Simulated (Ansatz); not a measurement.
Seebeck coefficient (μV/K, mean over directions) of n-type SrF2 (Fm-3m) against carrier density, PBEsol, rigid bands (Ansatz, a first-principles code). Computed gap 6.90 eV; densities at which minority carriers matter at this gap, or further valleys turn the trend, are left out. Conductivity mass 0.52 mₑ (harmonic mean over directions), N_c = 9.3e18 cm⁻³ at 300 K.

```json
[
 {"electron density": "1e16 cm⁻³", "300 K": "-803", "500 K": "-870"},
 {"electron density": "1e17 cm⁻³", "300 K": "?", "500 K": "?"},
 {"electron density": "1e18 cm⁻³", "300 K": "-407", "500 K": "-473"},
 {"electron density": "3e18 cm⁻³", "300 K": "-314", "500 K": "-379"},
 {"electron density": "1e19 cm⁻³", "300 K": "-216", "500 K": "-278"},
 {"electron density": "3e19 cm⁻³", "300 K": "-136", "500 K": "?"},
 {"electron density": "1e20 cm⁻³", "300 K": "-70", "500 K": "-109"},
 {"electron density": "3e20 cm⁻³", "300 K": "-35", "500 K": "-58"},
 {"electron density": "1e21 cm⁻³", "300 K": "-16", "500 K": "-27"}
]
```

Fill in the missing entries.


- 1e17 cm⁻³, 300 K: -605
- 1e17 cm⁻³, 500 K: -671
- 3e19 cm⁻³, 500 K: -191

Rigid bands with a gap fixed in temperature, one relaxation time for all states, no polarons or phonon drag, and whether or not such doping can be reached. Spin-orbit coupling is left out.
